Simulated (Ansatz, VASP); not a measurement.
This is a calculation of CoO for VASP 6.6.1.

Contents of INCAR:

```
PREC = Accurate
ENCUT = 600
EDIFF = 1E-6
ISMEAR = -1
SIGMA = 0.05
LREAL = F
LASPH = T
NELM = 150
ALGO = Normal
ISIF = 3
LWAVE = F
LCHARG = F
ISPIN = 2
MAGMOM = 2 0
LORBIT = 11
LMAXMIX = 4
GGA = B5
ALDAX = 1.0
AGGAX = 1.0
AGGAC = 1.0
ALDAC = 0.0
IBRION = 2
NSW = 60
EDIFFG = -0.02
```

Contents of KPOINTS:

```
regular mesh
0
Gamma
  8 8 7
```

File POSCAR:

```
CoO
1.0
    2.8284500000      0.0000000000      0.0000000000
   -1.4142300000      2.4495100000      0.0000000000
    0.0000000000      0.0000000000      2.7217200000
Co O
1 1
Direct
    0.0000000000      0.0000000000      0.5000000000
    0.6666700000      0.3333300000      0.0000000000
```

Potentials or basis: VASP PAW PBE potentials, release 64 (Co, O).

Launch:

```bash
$ cat potpaw_PBE.64/Co/POTCAR potpaw_PBE.64/O/POTCAR > POTCAR
$ mpirun -np 1 vasp_std > vasp.out
```

Question: Set up the same calculation for Ansatz 0.2.0. Potentials there: Ansatz PAW.

Answer: As run (the cutoff follows the program's own potentials):

File input.yaml:

```yaml
crystal:
  lattice:
    - [2.82845, 0.0, 0.0]
    - [-1.41423, 2.44951, 0.0]
    - [0.0, 0.0, 2.72172]
  atoms:
    - { symbol: Co, position: [0.0, 0.0, 0.5], spin: 2.0 }
    - { symbol: O, position: [0.66667, 0.33333, 0.0] }
hamiltonian:
  xc: blyp
  pseudopotentials: { kind: paw }
magnetization:
  spin_polarized: true
kpoints:
  mp_grid: { grid: [8, 8, 7] }
scf:
  occupations: { method: fermi_dirac, width: 0.05 }
output:
  forces: true
  stress: true
  eigenvalues: true
relax:
  f_tol: 0.01
  max_steps: 40
  cell: { stress_tol: 0.05 }
```

Potentials or basis: Ansatz PAW.

Launch:

```console
$ ansatz run input.yaml --threads 2 --pin off --max-ram 5632MiB --backend cpu --events-out ev --progress --plain --runs-dir out
```

Both were run:

|  | VASP | Ansatz | Ansatz less VASP |
| --- | --- | --- | --- |
| gap on the k mesh at the Fermi level, each at its own relaxed structure (eV) | none | none | - |
| net moment per atom (μB) | 1.50 | 1.50 | 0.000 |
| size of the moment on the site where the two differ most (μB) | 2.54 | 2.50 | -0.042 |
| relaxed volume (Å³/atom) | 9.88 | 9.91 | +0.026 |
| relaxed cell length with the largest relative difference (Å) | 2.729 | 2.732 | +0.0032 |
| energy change over the relaxation (meV/atom) | -12 | -13 | -1.1 |

Site moments also hang on the region over which each program counts them. A gap of «none» marks a metal or a gap that the smearing closes. The two sets of potentials don't hold the same shells in valence.

Caveats: a cell with one magnetic atom can't hold antiferromagnetic order, which such compounds often take; semilocal functionals often make such compounds metallic where correlation or magnetic order opens a gap, which also shifts bond lengths; the PAW data sets were made with another functional, which shifts forces and pressure a little (VASP); the plane-wave basis is chosen anew once the cell has moved, so the energies of steps on either side of that aren't comparable (Ansatz); the pressure holds a Pulay correction of +0.8 GPa for the finite cutoff (Ansatz); the PAW data sets come from PBE, with cores solved anew for the run's functional, which leaves a small shift of forces and pressure (Ansatz). With open d or f shells a metallic result of BLYP can be an artefact of self-interaction; +U or a hybrid may open a gap.
